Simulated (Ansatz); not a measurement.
Lattice vibrations of WC at Γ

These are results of Ansatz 0.2.0, DFT PBE, scalar-relativistic, plane waves, PAW, not measurements. Plane waves to 420 eV; Γ-centred k mesh 24×24×20; Fermi-Dirac smearing of 0.15 eV. No spin polarisation. Phonons by linear response, acoustic sum rule imposed.

Relaxed structure:
```
CELL_PARAMETERS angstrom
2.92289 0.00000 0.00000
-1.46144 2.53130 0.00000
0.00000 0.00000 2.84572
ATOMIC_POSITIONS crystal
W 0.00000 0.00000 0.00000
C 0.66667 0.33333 0.50000
```

It was relaxed at this level from a measured cell (COD). In a metal, frequencies depend on the k mesh and the smearing, soft modes most. Spin–orbit coupling is left out, which matters for heavy elements.

Optical modes at Γ:
| frequency (THz) | degeneracy |
| --- | --- |
| 16.95 | 1 |
| 18.11 | 2 |

All 3 optical modes at Γ are real: no displacement of atoms at fixed cell lowers the energy to second order. Strains and modes at other wave vectors aren't tested by this run.
